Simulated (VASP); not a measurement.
Here is a VASP 6.6.1 calculation.

INCAR

```
ALGO = Normal ; EDIFF = 1E-6
ENCUT = 550 ; GGA = PS
ISIF = 2 ; ISMEAR = 0
LASPH = True ; LCHARG = False
LREAL = False ; LWAVE = False
NBANDS = 16 ; NELM = 80
PREC = Accurate ; SIGMA = 0.1
```

KPOINTS

```
k-points
0
Gamma
  10 10 10
```

Contents of POSCAR:

```
ZrN
1.0
    0.0000000000      2.3000000000      2.3000000000
    2.3000000000      0.0000000000      2.3000000000
    2.3000000000      2.3000000000      0.0000000000
Zr N
1 1
Direct
    0.5000000000      0.5000000000      0.5000000000
    0.0000000000      0.0000000000      0.0000000000
```

Potentials or basis: VASP PAW PBE potentials, release 64 (Zr_sv_GW, N_GW).

Command:

```console
$ cat potpaw_PBE.64/Zr_sv_GW/POTCAR potpaw_PBE.64/N_GW/POTCAR > POTCAR
$ mpirun -np 1 vasp_std > vasp.out
```

Question: Estimate the pressure.

Answer: -8.4 GPa.

Question: Estimate the band gap on the k mesh.

Answer: None (metal or under the smearing width).

Caveat: the PAW data sets were made with another functional, which shifts forces and pressure a little.
